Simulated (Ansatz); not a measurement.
# SnO2 (Cassiterite) (P4_2/mnm) in Ansatz: phonons with PBE

Aim: the phonons of SnO2 (Cassiterite) with PBE.

All numbers are computed with Ansatz 0.2.0; they aren't measurements. Logs are shortened: lines on timing, memory, paths and dates and some standing lists are left out, and cuts for length are marked.

## (1) Starting point

Symmetry: P4_2/mnm, No. 136, tetragonal system. The conventional cell has a = 4.738 Å, b = 4.738 Å, c = 3.187 Å, α = 90.00°, β = 90.00°, γ = 90.00°. Sn (site symmetry mmm) is surrounded by 6 O at 2.05 to 2.06 Å. O (site symmetry m2m) is surrounded by 3 Sn at 2.05 to 2.06 Å.

## (2) Phonons, PBE

Contents of input.yaml:

```yaml
crystal:
  lattice:
    - [4.738, 0.0, 0.0]
    - [0.0, 4.738, 0.0]
    - [0.0, 0.0, 3.1865]
  atoms:
    - { symbol: Sn, position: [0.5, 0.5, 0.5] }
    - { symbol: Sn, position: [0.0, 0.0, 0.0] }
    - { symbol: O, position: [0.8071, 0.1929, 0.5] }
    - { symbol: O, position: [0.6929, 0.6929, 0.0] }
    - { symbol: O, position: [0.1929, 0.8071, 0.5] }
    - { symbol: O, position: [0.3071, 0.3071, 0.0] }
kpoints:
  mp_grid: { grid: [6, 6, 8] }
scf:
  occupations: { method: fermi_dirac, width: 0.05 }
hamiltonian:
  xc: pbe
  pseudopotentials: { kind: all_electron, lapw: { basis_error: 0.002 } }
output: {}
phonons:
  method: fd
  supercell: [1, 1, 1]
```

Potentials or basis: all-electron LAPW, scalar-relativistic.

Run with:

```bash
$ ansatz run input.yaml --threads 4 --pin off --max-ram 12288MiB --backend cpu --events-out ev --progress --plain --runs-dir out
```

Standard output:

```text
Warning: RAYON_NUM_THREADS=4 ignored (pool sized by the plan → 4); use --threads N
LAPW: plane waves up to 10.339 Å⁻¹, error target 2.0e-3 eV per atom; small_component_spin mean_spin; O in spheres of 0.873 Å, 8 of its electrons in bands, Dirac shells []; Sn in spheres of 1.118 Å, 32 of its electrons in bands, Dirac shells [] (how accurate: hamiltonian.pseudopotentials.lapw.basis_error, Limitations)
Engine: ansatz 0.2.0, x86_64-unknown-linux-gnu
Pseudopotentials: kind: all_electron
Pseudopotential: Sn, LAPW, valence charge 32, lapw/all_electron/scalar/gaussian/Sn, Koelling and Harmon's equation, gaussian nucleus
Pseudopotential: O, LAPW, valence charge 8, lapw/all_electron/scalar/gaussian/O, Koelling and Harmon's equation, gaussian nucleus
Functional definition: PBE
  parameter kappa = 0.804
  parameter beta = 0.06672455060314922
  exchange = pbe_x(kappa = kappa, mu = beta*pi^2/3)
  correlation = pbe_c(beta = beta)
Crystal: 6 atoms, lattice volume = 71.533 Å³
Basis set: ecut = 407.26330854114025 eV, 1339 PW (Γ), exchange–correlation at level 2
Bands: 58, of which v1, the nominal top of the filled ones, is band 48 counted from 1 (47 counted from 0)
Symmetry: 16 space group operations
k-points: 50 of 288
Non-local potential: Sn, projectors of the file, none
Non-local potential: O, projectors of the file, none
Initial density: superposition of atomic densities (chi_scale 0.1, normalization cell, long waves kept (reshape's long-wave potential 0.00 eV rms))
Initial wavefunctions: plane waves of lowest kinetic energy (no species holds an atomic orbital)
Functional: x = pbe(κ = 0.804, μ = 0.2195149727645171), c = pbe(β = 0.06672455060314922)
iter 1 solved again at ethr=1.39e-2 eV; its pass at ethr=1.00e-1 eV (dr2=1.34e1 eV) is discarded
SCF iter   1: F=—  HF=-344378.350038 eV  |F-HF|=—  |Δ(HF+E_count)|=         —  Δρ=1.30e-1  dr2=1.34e1  ethr=1.39e-2  ⟨swp⟩=2.0  Hψ=18131  notcnv=0
preconditioner: auto → Resta (q_TF=auto, 2.865 Å⁻¹)  ε∞=3.2  [insulator: Δε(μ)=3.632 eV  Ē_g=21.448 eV  σ=0.050 eV  W_gap=1.00  n_scr=30 (ndim 8)  ℏωp=31.7 eV  f_vac=0.068  D(μ)=0.00/eV (n_scr^D=0)  ε∞_Penn≈3.2]
iter 2 solved again at ethr=3.79e-4 eV; its pass at ethr=1.39e-2 eV (dr2=3.64e-1 eV) is discarded
SCF iter   2: F=—  HF=-344372.300270 eV  |F-HF|=—  |Δ(HF+E_count)|=    6.05e0  Δρ=2.59e-2  dr2=3.62e-1  ethr=3.79e-4  ⟨swp⟩=2.3  Hψ=14900  notcnv=0
SCF iter   3: F=—  HF=-344372.120280 eV  |F-HF|=—  |Δ(HF+E_count)|=         —  Δρ=2.56e-2  dr2=5.63e-1  ethr=3.77e-4  ⟨swp⟩=2.9  Hψ=9014  notcnv=0
the basis was enlarged: its passes take 152.5 KiB over the memory plan, 4 of 4 planned eigensolver slots
SCF iter   4: F=—  HF=-344372.076593 eV  |F-HF|=—  |Δ(HF+E_count)|=   4.37e-2  Δρ=4.05e-3  dr2=7.84e-3  ethr=3.77e-4  ⟨swp⟩=2.0  Hψ=8232  notcnv=0
SCF iter   5: F=—  HF=-344372.071710 eV  |F-HF|=—  |Δ(HF+E_count)|=   4.88e-3  Δρ=1.46e-3  dr2=5.91e-4  ethr=8.17e-6  ⟨swp⟩=3.0  Hψ=8522  notcnv=0
SCF iter   6: F=—  HF=-344372.071891 eV  |F-HF|=—  |Δ(HF+E_count)|=   1.81e-4  Δρ=2.93e-4  dr2=5.27e-5  ethr=6.16e-7  ⟨swp⟩=3.0  Hψ=8956  notcnv=0
SCF iter   7: F=—  HF=-344372.071976 eV  |F-HF|=—  |Δ(HF+E_count)|=   8.45e-5  Δρ=6.47e-5  dr2=2.61e-6  ethr=5.49e-8  ⟨swp⟩=3.0  Hψ=8948  notcnv=0
SCF iter   8: F=—  HF=-344372.071981 eV  |F-HF|=—  |Δ(HF+E_count)|=   5.43e-6  Δρ=9.27e-6  dr2=7.92e-8  ethr=2.72e-9  ⟨swp⟩=3.0  Hψ=9088  notcnv=0
SCF iter   9: F=—  HF=-344372.071981 eV  |F-HF|=—  |Δ(HF+E_count)|=   2.92e-8  Δρ=1.18e-6  dr2=1.25e-9  ethr=8.25e-11  ⟨swp⟩=3.0  Hψ=8716  notcnv=0
SCF iter  10: F=-344372.071981 eV  HF=-344372.071981 eV  |F-HF|=6.98e-10  |Δ(HF+E_count)|=   4.95e-9  Δρ=4.94e-7  dr2=1.71e-10  ethr=1.82e-11 (applied; sched 1.31e-12)  ⟨swp⟩=2.0  Hψ=8300  notcnv=0
SCF 1 converged in 10 iterations: F = -344372.071981 eV  dr2 = 1.71e-10
Symmetry: 1 space group operations
[... 40 lines left out ...]
SCF 4 converged in 8 iterations: F = -344372.069360 eV  dr2 = 4.06e-10
k-points: 89 of 288 (time reversal used)
iter 1 solved again at ethr=3.04e-7 eV; its pass at ethr=1.00e-1 eV (dr2=2.92e-4 eV) is discarded
SCF iter   1: F=—  HF=-344372.071349 eV  |F-HF|=—  |Δ(HF+E_count)|=         —  Δρ=4.97e-4  dr2=2.20e-4  ethr=3.04e-7  ⟨swp⟩=5.0  Hψ=40567  notcnv=0
preconditioner: auto → Resta (q_TF=auto, 2.865 Å⁻¹)  ε∞=3.2  [insulator: Δε(μ)=1.286 eV  Ē_g=21.481 eV  σ=0.050 eV  W_gap=1.00  n_scr=30 (ndim 8)  ℏωp=31.7 eV  f_vac=0.155  D(μ)=0.00/eV (n_scr^D=0)  ε∞_Penn≈3.2]
SCF iter   2: F=—  HF=-344372.071295 eV  |F-HF|=—  |Δ(HF+E_count)|=   5.46e-5  Δρ=2.82e-4  dr2=6.80e-5  ethr=2.29e-7  ⟨swp⟩=2.0  Hψ=14776  notcnv=0
iter 3 solved again at ethr=1.67e-9 eV; its pass at ethr=7.08e-8 eV (dr2=1.60e-6 eV) is discarded
SCF iter   3: F=—  HF=-344372.071277 eV  |F-HF|=—  |Δ(HF+E_count)|=   1.74e-5  Δρ=4.59e-5  dr2=1.61e-6  ethr=1.67e-9  ⟨swp⟩=2.0  Hψ=25918  notcnv=0
SCF iter   4: F=—  HF=-344372.071278 eV  |F-HF|=—  |Δ(HF+E_count)|=   3.95e-7  Δρ=1.92e-5  dr2=2.81e-7  ethr=1.67e-9  ⟨swp⟩=3.0  Hψ=15443  notcnv=0
SCF iter   5: F=—  HF=-344372.071278 eV  |F-HF|=—  |Δ(HF+E_count)|=   1.35e-7  Δρ=8.00e-6  dr2=3.90e-8  ethr=2.93e-10  ⟨swp⟩=3.0  Hψ=15260  notcnv=0
SCF iter   6: F=—  HF=-344372.071278 eV  |F-HF|=—  |Δ(HF+E_count)|=   1.51e-8  Δρ=3.36e-6  dr2=5.84e-9  ethr=4.06e-11  ⟨swp⟩=3.0  Hψ=15027  notcnv=0
SCF iter   7: F=—  HF=-344372.071278 eV  |F-HF|=—  |Δ(HF+E_count)|=   1.03e-8  Δρ=1.32e-6  dr2=1.22e-9  ethr=1.90e-11 (applied; sched 6.08e-12)  ⟨swp⟩=3.0  Hψ=15136  notcnv=0
SCF iter   8: F=-344372.071278 eV  HF=-344372.071278 eV  |F-HF|=4.07e-10  |Δ(HF+E_count)|=  7.57e-10  Δρ=3.66e-7  dr2=8.67e-11  ethr=1.82e-11 (applied; sched 1.28e-12)  ⟨swp⟩=2.0  Hψ=14774  notcnv=0
SCF 5 converged in 8 iterations: F = -344372.071278 eV  dr2 = 8.67e-11
SCF converged after 10 iterations
Free energy (F): -344372.071981 eV
Harris-Foulkes:  -344372.071981 eV  (|F-HF|=6.98e-10)
Internal energy: -344372.071981 eV  (E = F + TS)
E sigma→0 (E₀):  -344372.071981 eV
Entropy (-TS):   -0.000000 eV (-0.000 meV/atom)
Fermi energy:    12.474287 eV
--- Per-component energies (eV) ---
  E_band       = -14358.397444
  E_kinetic    = 361756.186936
  E_xc         = -9935.058615
  E_electrostatic = -696193.200302  (all electrons and nuclei)
  E_smearing   = -0.000000  (= −TS)
  E_closure    = 0.000000  (closes the sum)
  E_atoms      = -344334.834705  (free atoms, spherical and without spin; not in F)
  Σ components = -344372.071981   (vs F -344372.071981, Δ=0.00e0)
  Basis errors (estimates in eV, not in F): energy 9.3e-4 per atom: plane waves 8.3e-4 (5.1e-4 summed), levels above the bands 3.8e-107, relativity 5.6e-8, radial functions 9.1e-5, core shells 7.0e-7; eigenvalues (radial functions only) 5.7e-5; not estimated: angular momenta, meshes, grids; target (lapw.basis_error) 2.0e-3; muffin-tin radii O 0.873 Å, Sn 1.118 Å
--- Forces (eV/Å), atoms counted from 1 ---
  atom   1  Sn    -0.00000000    -0.00000000    -0.00000000
  atom   2  Sn     0.00000000    -0.00000000     0.00000000
  atom   3  O     -0.19263855     0.19263855    -0.00000000
  atom   4  O      0.19263855     0.19263855     0.00000000
  atom   5  O      0.19263855    -0.19263855     0.00000000
  atom   6  O     -0.19263855    -0.19263855    -0.00000000
  max |Σ_I F_I| component: 1.58e-30 eV/Å
--- Band table (eV; the first three rows and the last of 50) ---
  k-point 0: bands = ["-492.4265", "-492.4265", "-492.4265", "-492.4265", "-454.9148", "-454.9148", "-454.9136", "-454.9136", "-454.8922", "-454.8922", "-454.8876", "-454.8876", "-454.8791", "-454.8791", "-115.9533", "-115.9533", "-71.8021", "-71.8021", "-71.7614", "-71.7614", "-71.7593", "-71.7591", "-9.3222", "-8.5571", "-8.2675", "-8.2498", "-8.2498", "-8.1595", "-8.1206", "-8.0329", "-8.0051", "-8.0051", "-7.1114", "-5.2761", "-5.2761", "-3.4853", "3.7321", "7.7697", "7.7697", "7.8617", "8.7182", "9.7755", "9.8856", "10.5956", "10.5956", "11.0444", "11.0444", "11.8201", "13.1058", "17.9855", "18.1874", "18.1874", "22.3187", "22.4559", "23.9396", "23.9396", "24.4599", "24.5202"]
  k-point 1: bands = ["-492.4265", "-492.4265", "-492.4265", "-492.4265", "-454.9148", "-454.9148", "-454.9136", "-454.9136", "-454.8922", "-454.8922", "-454.8876", "-454.8876", "-454.8791", "-454.8791", "-115.9533", "-115.9533", "-71.8020", "-71.8020", "-71.7613", "-71.7613", "-71.7599", "-71.7597", "-9.2463", "-8.4625", "-8.4029", "-8.4029", "-8.2392", "-8.1738", "-8.1144", "-8.0334", "-8.0259", "-8.0259", "-7.0328", "-5.0254", "-5.0254", "-3.6039", "3.7146", "7.7369", "7.9155", "7.9155", "8.7821", "8.8205", "9.7667", "10.0170", "10.0170", "11.0807", "11.0807", "11.6893", "14.0654", "18.3034", "18.8381", "18.8381", "21.3503", "23.3861", "23.8777", "23.8777", "24.2727", "24.4323"]
  k-point 2: bands = ["-492.4265", "-492.4265", "-492.4265", "-492.4265", "-454.9148", "-454.9148", "-454.9136", "-454.9136", "-454.8922", "-454.8922", "-454.8876", "-454.8876", "-454.8791", "-454.8791", "-115.9532", "-115.9532", "-71.8019", "-71.8019", "-71.7615", "-71.7614", "-71.7612", "-71.7612", "-9.0467", "-8.7140", "-8.7140", "-8.3071", "-8.1709", "-8.1638", "-8.0978", "-8.0657", "-8.0657", "-8.0359", "-6.7518", "-4.4754", "-4.4754", "-3.9772", "3.7267", "7.1792", "7.5753", "8.2601", "8.2601", "8.9983", "8.9983", "9.1189", "9.3005", "10.9806", "10.9806", "11.3199", "15.6788", "18.7744", "20.2696", "20.2696", "20.7146", "23.6117", "23.6484", "23.6484", "24.2083", "24.3836"]
  k-point 49: bands = ["-492.4265", "-492.4265", "-492.4265", "-492.4265", "-454.9148", "-454.9148", "-454.9136", "-454.9136", "-454.8922", "-454.8922", "-454.8876", "-454.8876", "-454.8791", "-454.8791", "-115.9531", "-115.9531", "-71.8017", "-71.8017", "-71.7637", "-71.7637", "-71.7611", "-71.7611", "-9.0767", "-9.0767", "-8.5752", "-8.5752", "-8.1198", "-8.1198", "-8.0505", "-8.0505", "-8.0026", "-8.0026", "-5.2316", "-5.2316", "-3.8323", "-3.8323", "3.8377", "3.8377", "6.8034", "6.8034", "9.3017", "9.3017", "9.3911", "9.3911", "10.8501", "10.8501", "10.9856", "10.9856", "16.7573", "16.7573", "20.7135", "20.7135", "22.8826", "22.8826", "23.0408", "23.0408", "25.0124", "25.0124"]
--- Phonons: 4 displaced members + reference (amplitude 0.01 Å, Σ member SCF iterations 32) ---
  symmetry images taken by strict's conditions (phonons.symmetry_images: auto; settled by no image being taken that strict refuses)
  ASR residual: 2.646e-3 → 0.000e0 eV/Å²; symmetrization residual: 8.946e-4 eV/Å²
  largest component of a force at the reference: 1.9e-1 eV/Å
  ASR residual per site (eV/Å²): 2.65e-3 2.65e-3 7.14e-4 7.14e-4 7.14e-4 7.14e-4
  Γ frequencies (cm⁻¹): 0.00 0.00 0.00 50.05 146.71 215.73 215.73 278.70 278.70 348.81 482.36 482.36 483.10 579.74 609.12 609.12 643.12 768.26
  density of states and harmonic sums: on the 13×13×19 q-mesh, interpolated from the force constants of a 1×1×1 supercell (no non-analytic term)
  largest difference from the sums on the solved wave vectors: F 2.90e-1 eV, S 5.48e-4 and C_V 2.58e-4 eV/K
  zero-point energy: 0.415463 eV/cell   skipped modes (ω ≤ 0): 3   left out of the sums: 5.19e-5 of the cell's modes: C_V's classical limit lies that fraction below 3 k_B per atom; for a crystal, a wire or a layer, F and S can be off by more, and a phonons.interpolated_qmesh denser along its periods is the remedy for the sampling
```

It took 9.8 min on 4 threads of Intel Xeon at 2.50GHz (Skylake/Cascade Lake), shared host; peak memory 1.6 GiB.

Results:

```
Free energy                                             : -344372.0720 eV
Largest force                                           : 0.272 eV/Å
Band gap on the k mesh                                  : 1.29 eV, direct
Highest phonon frequency at Γ, LO-TO splitting left out : 768 cm⁻¹
```

Forces on the atoms (eV/Å):
```
Sn   0.000  0.000  0.000
Sn   0.000  0.000  0.000
O   -0.193  0.193  0.000
O    0.193  0.193  0.000
O    0.193 -0.193  0.000
O   -0.193 -0.193  0.000
```

Phonon frequencies in cm⁻¹ (negative: imaginary):
```csv
q point,frequencies
"(0.000, 0.000, 0.000)",0 0 0 50 147 216 216 279 279 349 482 482 483 580 609 609 643 768
```

Caveat: spin-orbit coupling is left out, which moves the levels of the heavy elements.
